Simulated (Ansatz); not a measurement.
# Ligand exchange: C3H7Cl + GeH3(NH2) → C3H9N + GeH3Cl

Species: C3H7Cl (1-chloropropane) `CCCCl`, singlet; GeH3(NH2), singlet; C3H9N (propylamine) `CCCN`, singlet; GeH3Cl (chlorogermane) `[Cl][GeH3]`, singlet. The partners trade Cl for NH2: C–Cl and Ge–NH2 bonds give way to C–NH2 and Ge–Cl.

Shapes, held fixed at every level: PBE0-D4/def2-TZVP. Flexible molecules stand in one conformer, not always the lowest. Programs: Ansatz 0.2.0. Electronic energies: no zero-point or thermal term.

```tsv
level	kind	ΔE (kJ/mol)	less CCSD(T)/def2-TZVPP	CPU time (sum over the molecules)
PBE-D4/def2-TZVPP	GGA	-55.6	-2.2	19 s
r2SCAN-D4/def2-TZVPP	meta-GGA	-56.3	-2.9	32 s
B3LYP-D4/def2-TZVPP	global hybrid	-56.4	-3.0	30 s
wB97X-V/def2-TZVPP	range-separated hybrid	-56.9	-3.5	51 s
B2PLYP/def2-TZVPP	double hybrid	-54.8	-1.4	36 s
MP2/def2-TZVPP	perturbation theory	-51.3	+2.1	–
CCSD(T)/def2-TZVPP	coupled cluster or CI	-53.4	0.0	11 min
```

The highest level, CCSD(T)/def2-TZVPP, gives ΔE = -53.4 kJ/mol; the levels span -56.9 to -51.3. The column of differences is taken from that level and isn't an error. No measured value is set beside it here. Relativity is left out for Ge unless named. Correlated rows may include outer-core shells of Ge, which these sets cover unevenly. Times are processor times on shared x86 and Arm servers, and rough.
